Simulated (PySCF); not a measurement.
Oxalic acid, C₂H₂O₄.
SMILES: `O=C(O)C(=O)O`

Computed with EOM-IP-CCSD/aug-cc-pVDZ in PySCF, restricted Hartree–Fock reference, frozen core, non-relativistic, gas phase, PBE0-D3(BJ)/def2-SVP geometry.

Hartree–Fock orbital energies give these Koopmans values (eV): HOMO 12.66, HOMO-1 13.89, HOMO-2 13.95, HOMO-3 14.72, HOMO-4 16.62, HOMO-5 17.34, HOMO-6 18.00, HOMO-7 18.76.

Question: What vertical ionisation energies does EOM-IP-CCSD give?

Answer: 
```tsv
leading hole (HF orbital)	Koopmans (eV)	EOM-IP-CCSD (eV)	change (eV)	one-hole share
HOMO	12.66	10.75	-1.91	0.95
HOMO-1	13.89	12.53	-1.36	0.94
HOMO-3	14.72	12.60	-2.12	0.94
HOMO-2	13.95	12.76	-1.19	0.94
HOMO-4	16.62	14.67	-1.95	0.95
HOMO-5	17.34	15.56	-1.78	0.93
HOMO-6	18.00	15.80	-2.20	0.94
HOMO-7	18.76	17.19	-1.57	0.92
```

Question: Does the order of the lines follow the orbital energies?

Answer: No: the HOMO-3 hole (12.60 eV) falls below the HOMO-2 hole (12.76 eV). The corrections run from -2.20 to -1.19 eV, with a mean of -1.76 eV over the 8 lines; no line lies above its Koopmans value. Koopmans values leave out both the relaxation of the orbitals and the change in correlation energy.

Question: At what kinetic energies would He II light (40.81 eV) eject these electrons?

Answer: 30.06 eV (HOMO), 28.28 eV (HOMO-1), 28.21 eV (HOMO-3), 28.05 eV (HOMO-2), 26.14 eV (HOMO-4), 25.25 eV (HOMO-5), 25.01 eV (HOMO-6), 23.62 eV (HOMO-7).

Question: What total energy has the lowest final state, and which wavelength reaches it?

Answer: E(CCSD) + ionisation energy = -377.48195 + 0.39500 = -377.08695 Eh, at the geometry of the initial state. The threshold wavelength is 1239.84 eV nm/10.75 eV = 115.3 nm.

Lines less than 0.15 eV apart could change places at a higher level. One root was sought for each valence orbital with −ε under 21 eV, eight at most, so deeper holes and satellites are missing; no vibrational structure.

On one thread, Intel Xeon Platinum 8488C (x86_64), shared host with 192 logical CPUs at a one-minute load of 78, this took 5.1 min of wall time and 3.0 GiB of memory at its peak.

Conformer computed: `[O:1]=[C:2]([OH:3])[C:4](=[O:5])[OH:6]`: O1–C2–C4–O5 178°, H–O3–C2–O1 0°, H–O6–C4–C2 180°.

One conformer stands for the species.
